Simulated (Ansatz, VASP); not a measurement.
**Two plane-wave programs on CdSe**

```
Cd Se
1.0
     0.00000    3.10531    3.10531
     3.10531    0.00000    3.10531
     3.10531    3.10531    0.00000
Cd Se
1 1
Direct
  0.00000 0.00000 0.00000
  0.25000 0.25000 0.25000
```

Alike in both runs: task relaxation of cell and atoms; functional PBE; k mesh 10 × 10 × 10; occupations fermi-dirac, width 0.08 eV; no spin polarisation.

```csv
,VASP,Ansatz
version,VASP 6.6.1,Ansatz 0.2.0
potentials or method,"VASP PAW PBE potentials, release 64 (Cd, Se)","PAW with Ansatz's default frozen-core files, scalar-relativistic"
plane-wave cutoff (eV),600,420
valence electrons in the cell,18,36
```

|  | VASP | Ansatz | Ansatz less VASP |
| --- | --- | --- | --- |
| relaxed volume (Å³/atom) | 29.87 | 29.73 | -0.140 |
| relaxed cell length with the largest relative difference (Å) | 4.388 | 4.381 | -0.0069 |

The two sets of potentials don't hold the same shells in valence.
